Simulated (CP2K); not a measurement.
# GaN (F-43m) in CP2K: reference runs

Aim: a first look at GaN with PBEsol, on the cell as given.

Program: CP2K 2026.2. These are calculated values, not measurements. Logs are shortened: lines on timing, memory, paths and dates and some standing lists are left out, and cuts for length are marked.

**The experiment to reproduce.**

A printed reference work, textbook reports, for a bulk crystal of GaN at 0 K: band gap 3.299 eV (direct).

How close the calculation comes is told below.

## (1) The crystal as given

The structure is cubic, space group F-43m (No. 216). The conventional cell has a = 4.507 Å, b = 4.507 Å, c = 4.507 Å, α = 90.00°, β = 90.00°, γ = 90.00°. Ga (site symmetry -43m) is surrounded by 4 N at 1.95 Å. N (site symmetry -43m) is surrounded by 4 Ga at 1.95 Å.

The cell is a database's computed one.

## (2) Single point, PBEsol

File gan_scf.inp:

```
&GLOBAL
  PROJECT gan_scf
  RUN_TYPE ENERGY_FORCE
  PRINT_LEVEL LOW
&END GLOBAL
&FORCE_EVAL
  METHOD QS
  STRESS_TENSOR ANALYTICAL
  &DFT
    BASIS_SET_FILE_NAME BASIS_MOLOPT_UZH
    POTENTIAL_FILE_NAME POTENTIAL_UZH
    &MGRID
      CUTOFF 450
      REL_CUTOFF 60
      NGRIDS 4
    &END MGRID
    &QS
      METHOD GPW
      EPS_DEFAULT 1.0E-10
    &END QS
    &KPOINTS
      SCHEME MONKHORST-PACK 10 10 10
      GAMMA_CENTERED T
      SYMMETRY T
      SYMMETRY_BACKEND SPGLIB
    &END KPOINTS
    &SCF
      SCF_GUESS ATOMIC
      EPS_SCF 1.0E-6
      MAX_SCF 100
      ADDED_MOS 10
      CHOLESKY OFF
      EPS_EIGVAL 1.0E-7
      &DIAGONALIZATION ON
        ALGORITHM STANDARD
      &END DIAGONALIZATION
      &MIXING ON
        METHOD BROYDEN_MIXING
        ALPHA 0.4
        BETA 1.5
        NBUFFER 8
      &END MIXING
      &SMEAR ON
        METHOD FERMI_DIRAC
        ELECTRONIC_TEMPERATURE [K] 580.226
      &END SMEAR
    &END SCF
    &XC
      &XC_FUNCTIONAL
        &GGA_X_PBE_SOL
        &END GGA_X_PBE_SOL
        &GGA_C_PBE_SOL
        &END GGA_C_PBE_SOL
      &END XC_FUNCTIONAL
    &END XC
    &PRINT
      &KPOINTS ON
      &END KPOINTS
      &MULLIKEN ON
      &END MULLIKEN
      &MO ON
        ENERGIES T
        OCCUPATION_NUMBERS T
        &EACH
          QS_SCF 0
        &END EACH
        ADD_LAST NUMERIC
      &END MO
      &LOWDIN ON
      &END LOWDIN
      &HIRSHFELD ON
        SHAPE_FUNCTION DENSITY
      &END HIRSHFELD
    &END PRINT
  &END DFT
  &SUBSYS
    &CELL
      A 3.1869311219 0.0000000000 0.0000000000
      B 1.5934655610 2.7599633117 0.0000000000
      C 1.5934655610 0.9199877706 2.6021183647
      PERIODIC XYZ
    &END CELL
    &COORD
      Ga  0.0000000000 0.0000000000 0.0000000000
      N   1.5934655610 0.9199877706 0.6505295912
    &END COORD
    &KIND Ga
      BASIS_SET TZVP-MOLOPT-PBE-GTH-q13
      POTENTIAL GTH-PBE-q13
    &END KIND
    &KIND N
      BASIS_SET TZVP-MOLOPT-PBE-GTH-q5
      POTENTIAL GTH-PBE-q5
    &END KIND
    &PRINT
      &ATOMIC_COORDINATES ON
      &END ATOMIC_COORDINATES
      &CELL ON
      &END CELL
    &END PRINT
  &END SUBSYS
  &PRINT
    &FORCES ON
    &END FORCES
    &STRESS_TENSOR ON
    &END STRESS_TENSOR
  &END PRINT
&END FORCE_EVAL
```

Potentials or basis: POTENTIAL_UZH Ga GTH-PBE-q13, N GTH-PBE-q5; TZVP-MOLOPT-PBE-GTH basis.

Launch:

```
> OMP_NUM_THREADS=1 cp2k.psmp -i gan_scf.inp -o gan_scf.out
```

gan_scf.out:

```text

 CP2K| version string:                                       CP2K version 2026.2
 CP2K| Input file name                                               gan_scf.inp

 GLOBAL| Force Environment number                                              1
 GLOBAL| Basis set file name                                    BASIS_MOLOPT_UZH
 GLOBAL| Potential file name                                       POTENTIAL_UZH
 GLOBAL| MM Potential file name                                     MM_POTENTIAL
 GLOBAL| Coordinate file name                                      __STD_INPUT__
 GLOBAL| Method name                                                        CP2K
 GLOBAL| Project name                                                    gan_scf
 GLOBAL| Run type                                                   ENERGY_FORCE
 GLOBAL| FFT library                                                       FFTW3
[... 6 lines left out ...]
 GLOBAL| Total number of message passing processes                             1
 GLOBAL| Number of threads for this process                                    1
 GLOBAL| CPU model name           Intel(R) Xeon(R) Platinum 8259CL CPU @ 2.50GHz

 CELL| Volume [angstrom^3]:                                            22.887746
 CELL| Vector a [angstrom]:       3.187     0.000     0.000   |a| =     3.186931
 CELL| Vector b [angstrom]:       1.593     2.760     0.000   |b| =     3.186931
 CELL| Vector c [angstrom]:       1.593     0.920     2.602   |c| =     3.186931
 CELL| Angle (b,c), alpha [degree]:                                    60.000000
 CELL| Angle (a,c), beta  [degree]:                                    60.000000
 CELL| Angle (a,b), gamma [degree]:                                    60.000000
 CELL| Numerically orthorhombic:                                              NO
 CELL| Periodicity                                                           XYZ

 CELL_REF| Volume [angstrom^3]:                                        22.887746
 CELL_REF| Vector a [angstrom     3.187     0.000     0.000   |a| =     3.186931
 CELL_REF| Vector b [angstrom     1.593     2.760     0.000   |b| =     3.186931
 CELL_REF| Vector c [angstrom     1.593     0.920     2.602   |c| =     3.186931
 CELL_REF| Angle (b,c), alpha [degree]:                                60.000000
 CELL_REF| Angle (a,c), beta  [degree]:                                60.000000
 CELL_REF| Angle (a,b), gamma [degree]:                                60.000000
 CELL_REF| Numerically orthorhombic:                                          NO
 CELL_REF| Periodicity                                                       XYZ
[... 9 lines left out ...]
 TOTAL NUMBERS AND MAXIMUM NUMBERS

  Total number of            - Atomic kinds:                                   2
                             - Atoms:                                          2
                             - Shell sets:                                     2
                             - Shells:                                        17
                             - Primitive Cartesian functions:                 11
                             - Cartesian basis functions:                     58
                             - Spherical basis functions:                     51

  Maximum angular momentum of- Orbital basis functions:                        3
                             - Local part of the GTH pseudopotential:          2
                             - Non-local part of the GTH pseudopotential:      4

 MODULE QUICKSTEP: ATOMIC COORDINATES IN ANGSTROM

   Atom Kind Element         X             Y             Z       Z(eff)     Mass
      1    1 Ga   31      0.000000      0.000000      0.000000  13.0000  69.7230
      2    2 N     7      1.593466      0.919988      0.650530   5.0000  14.0067

 SCF PARAMETERS         Density guess:                                    ATOMIC
                        --------------------------------------------------------
                        max_scf:                                             100
[... 7 lines left out ...]
                        --------------------------------------------------------
                        level_shift [a.u.]:                             0.000000
                        added MOs                                        10    0
                        --------------------------------------------------------
                        Mixing method:                            BROYDEN_MIXING
                                                charge density mixing in g-space
                        --------------------------------------------------------
                        Smear method:                                FERMI_DIRAC
                        Electronic temperature [K]:                        580.2
                        Electronic temperature [a.u.]:                  1.84E-03
                        Accuracy threshold:                             1.00E-10
                        --------------------------------------------------------
                        No outer SCF

 *******************************************************************************
                                    Kpoints
 *******************************************************************************
 BRILLOUIN| K-point scheme                                        Monkhorst-Pack
 BRILLOUIN| K-Point grid                                            10   10   10
 BRILLOUIN| Gamma-centered k-point mesh                                     ON
 BRILLOUIN| K-point symmetry accuracy                               0.100000E-05
 BRILLOUIN| K-Point point group symmetrization                                ON
 BRILLOUIN| Symmetry backend                                             SPGLIB
 BRILLOUIN| Symmetry reduction method                                    SPGLIB
 BRILLOUIN| Wavefunction type                                            COMPLEX
 BRILLOUIN| List of Kpoints [2 Pi/Bohr]                                       47
 BRILLOUIN| Number           Weight            X              Y              Z
 BRILLOUIN|     1           0.00800       -0.40000       -0.40000       -0.40000
 BRILLOUIN|     2           0.02400       -0.40000       -0.40000       -0.30000
 BRILLOUIN|     3           0.02400       -0.40000       -0.40000       -0.20000
 BRILLOUIN|     4           0.02400       -0.40000       -0.40000       -0.10000
 BRILLOUIN|     5           0.00600       -0.40000       -0.40000        0.00000
 BRILLOUIN|     6           0.02400       -0.40000       -0.40000        0.10000
[... 32 lines left out ...]
 BRILLOUIN|    39           0.00800       -0.20000       -0.20000       -0.20000
 BRILLOUIN|    40           0.02400       -0.20000       -0.20000       -0.10000
 [... further k-points ...]
 *******************************************************************************

 Extrapolation method: initial_guess

 Number of electrons:                                                         18
 Number of occupied orbitals:                                                  9
 Number of molecular orbitals:                                                19

 Number of orbital functions:                                                 51
 Number of independent orbital functions:                                     51

 SCF WAVEFUNCTION OPTIMIZATION

  Step     Update method      Time    Convergence         Total energy    Change
  ------------------------------------------------------------------------------
     1 NoMix/Diag. 0.40E+00   11.0     1.49941481       -84.5315167318 -8.45E+01
     2 Broy./Diag. 0.40E+00    9.8     0.12460898       -83.3613989595  1.17E+00
     3 Broy./Diag. 0.40E+00    9.9     0.09989156       -84.1305802004 -7.69E-01
     4 Broy./Diag. 0.40E+00    9.8     0.02301828       -84.3996445394 -2.69E-01
     5 Broy./Diag. 0.40E+00    9.7     0.00469543       -84.3664800279  3.32E-02
     6 Broy./Diag. 0.40E+00    9.6     0.00440891       -84.3843934428 -1.79E-02
     7 Broy./Diag. 0.40E+00    9.7     0.00044066       -84.3926894156 -8.30E-03
     8 Broy./Diag. 0.40E+00    9.7     0.00054569       -84.3914481472  1.24E-03
     9 Broy./Diag. 0.40E+00    9.7     0.00013260       -84.3916059387 -1.58E-04
    10 Broy./Diag. 0.40E+00    9.8     0.00002267       -84.3919016778 -2.96E-04
    11 Broy./Diag. 0.40E+00    9.7     0.00002215       -84.3918467374  5.49E-05
    12 Broy./Diag. 0.40E+00    9.8     0.00000777       -84.3918034872  4.33E-05
    13 Broy./Diag. 0.40E+00    9.5     0.00000275       -84.3917993412  4.15E-06
    14 Broy./Diag. 0.40E+00    9.8     0.00000068       -84.3917976198  1.72E-06

  *** SCF run converged in    14 steps ***

  Electronic density on regular grids:        -17.9999999649        0.0000000351
  Core density on regular grids:               17.9999999988       -0.0000000012
  Total charge density on r-space grids:        0.0000000338
  Total charge density g-space grids:           0.0000000338

  Overlap energy of the core charge distribution:               0.00000000520085
  Self energy of the core charge distribution:               -122.14139270774831
  Core Hamiltonian energy:                                     36.52835716718313
  Hartree energy:                                              13.81796873535163
  Exchange-correlation energy:                                -12.59673081974822
  Electronic entropic energy:                                  -0.00000000003910
  Fermi energy:                                                 0.24634877595421

  Total energy:                                               -84.39179761980002
  Total energy (extrapolated to T->0):                        -84.39179761978046

 MO| EIGENVALUES AND OCCUPATION NUMBERS FOR K POINT 1
 MO|
 MO|  Index      Eigenvalue [a.u.]        Eigenvalue [eV]             Occupation
 MO|      1              -0.340431              -9.263603               2.000000
 MO|      2              -0.275175              -7.487896               2.000000
 MO|      3              -0.275175              -7.487896               2.000000
 MO|      4              -0.264960              -7.209931               2.000000
 MO|      5              -0.264960              -7.209930               2.000000
 MO|      6              -0.234855              -6.390717               2.000000
[... 11 lines left out ...]
 MO|     18               1.183791              32.212601               0.000000
[... 323 lines left out ...]
 MO|      6              -0.217013              -5.905213               2.000000
[... 11 lines left out ...]
 MO|     18               1.218977              33.170061               0.000000
 MO|     19               1.312281              35.708988               0.000000
 MO| Sum:                                                              18.000000
 MO| E(Fermi):            0.246349 a.u.          6.703491 eV
 MO| Band gap:            0.260366 a.u.          7.084919 eV

 [... the levels of further k-points ...]

 !-----------------------------------------------------------------------------!
                     Mulliken Population Analysis

 #  Atom  Element  Kind  Atomic population                           Net charge
       1     Ga       1         11.909166                              1.090834
       2     N        2          6.090834                             -1.090834
 # Total charge                             18.000000                 -0.000000

 !-----------------------------------------------------------------------------!

 !-----------------------------------------------------------------------------!
                           Hirshfeld Charges

  #Atom  Element  Kind  Ref Charge     Population                    Net charge
      1       Ga     1      13.000         12.657                         0.343
      2       N      2       5.000          5.343                        -0.343

  Total Charge                                                           -0.000
 !-----------------------------------------------------------------------------!

 LOWDIN POPULATION ANALYSIS

 #  Atom  Element  Kind  Atomic population                           Net charge
       1     Ga       1         13.738843                             -0.738843
       2     N        2          4.261157                              0.738843
 # Total charge                             18.000000                  0.000000

 ENERGY| Total FORCE_EVAL ( QS ) energy [hartree]            -84.391796722357924

 FORCES| Atomic forces [hartree/bohr]
 FORCES|   Atom     x               y               z               |f|
 FORCES|      1 -9.00914370E-06 -5.30716546E-06 -3.67380959E-06   1.10827592E-05
 FORCES|      2  2.07330894E-05  1.20582873E-05  8.45975771E-06   2.54328683E-05
 FORCES| Sum     1.17239457E-05  6.75112185E-06  4.78594812E-06
 FORCES| Total atomic force                                       1.43503954E-05

 STRESS| Analytical stress tensor [bar]
 STRESS|                        x                   y                   z
 STRESS|      x        1.73025179945E+04   2.66657029705E+02   1.88609805199E+02
 STRESS|      y        2.66657029705E+02   1.69949584436E+04   1.09359310022E+02
 STRESS|      z        1.88609805199E+02   1.09359310022E+02   1.69175238021E+04
 STRESS| 1/3 Trace                                             1.70716667467E+04
 STRESS| Determinant                                           4.97268873883E+12

 STRESS| Eigenvectors and eigenvalues of the analytical stress tensor [bar]
 STRESS|                        1                   2                   3
 STRESS| Eigenvalues   1.68402251394E+04   1.68410734870E+04   1.75337016137E+04
 STRESS|      x          -0.045515843041     -0.575936781489      0.816226152338
 STRESS|      y          -0.523067028965      0.709852333716      0.471710236827
 STRESS|      z           0.851075314671      0.405470699367      0.333563068569
```

Wall time 2.7 min (1 thread of Intel Xeon Platinum 8259CL at 2.50GHz (Skylake/Cascade Lake), shared host); peak memory 0.38 GiB.

Results:

```
Free energy            : -2296.4176 eV
Pressure               : 1.7 GPa
Band gap on the k mesh : 1.59 eV, direct
Mulliken charges       : Ga +1.09; N -1.09 e
Hirshfeld charges      : Ga +0.34; N -0.34 e
```

Levels at points of the mesh, in eV from the valence-band top:
```csv
k point,band 5,band 6,band 7,band 8,band 9,band 10,band 11,band 12,band 13,band 14
"(0.00, 0.00, 0.00)",-13.11,-13.11,0.00,0.00,0.00,1.59,10.08,10.08,10.08,19.23
"(0.00, 0.00, 0.50)",-13.07,-11.89,-7.21,-1.02,-1.02,4.45,8.63,10.25,10.25,15.87
"(0.00, 0.50, 0.50)",-13.03,-11.47,-6.27,-2.81,-2.81,3.21,6.53,11.58,13.88,13.88
```

Caveat: Mulliken charges move with the basis; the potentials were made for another functional, which shifts forces and pressure; the basis of atomic orbitals isn't converged, which shifts pressures, moduli and gaps.

## (3) How close it comes

Step 2. Measured gap of GaN: 3.299 eV (direct; 0 K; a printed reference work, textbook). This calculation gives 1.59 eV (-1.71 eV). So large a miss can be the level of theory's own, or it may mean another phase, state or a wrong row. Spin-orbit coupling on Ga is left out. The value is that of PBEsol in an atomic basis (POTENTIAL_UZH Ga GTH-PBE-q13, N GTH-PBE-q5; TZVP-MOLOPT-PBE-GTH basis), whose error adds to the functional's,, without temperature or zero-point motion. Semilocal functionals fall short of measured gaps as a rule. The cell is a database's relaxed one, not the measured one, which moves gaps too.
